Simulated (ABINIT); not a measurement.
Runs of ABINIT 10.8.3 (patched build) on TiC. Symmetry: Fm-3m, No. 225, cubic system. The conventional cell has a = 4.331 Å, b = 4.331 Å, c = 4.331 Å, α = 90.00°, β = 90.00°, γ = 90.00°. Ti (site symmetry m-3m) is surrounded by 6 C at 2.17 Å. C (site symmetry m-3m) has 6 Ti at 2.17 Å as nearest neighbours. The cell is a database's computed one.

```tsv
task	level	potentials or basis	cell	k mesh	cutoff smearing ecutsm (Ha)	stop of the response cycle (tolvrs)	acoustic sum rule (asr)	cell freedom (optcell)	optimiser (ionmov)	gap on the mesh (eV)	pressure (GPa)
single point	LDA	PseudoDojo NC SR LDA v0.4.1 standard	cell relaxed	8 × 8 × 8	-	-	-	-	-	none	(a)
phonons	LDA	PseudoDojo NC SR LDA v0.4.1 standard	cell relaxed at zero pressure by an earlier run	6 × 6 × 6, with 4 shifts	0.5	1e-09	2	-	-	-	0.1
relaxation of cell and atoms	LDA	PseudoDojo NC SR LDA v0.4.1 standard	relaxed	8 × 8 × 8	0.5	-	-	2	2	none	0.0
single point	PBE	PseudoDojo NC SR PBE v0.4.1 standard	as given	8 × 8 × 8	-	-	-	-	-	none	0.3
```

Alike in all rows: no spin polarisation; cutoff (eV) 1143; smearing fermi-dirac 0.05 eV.

Estimate the missing entries.

(a) -0.1.

Caveats: the mesh is coarse for a metal's response (some runs).

A gap of «none» marks a metal or a gap under the smearing width.
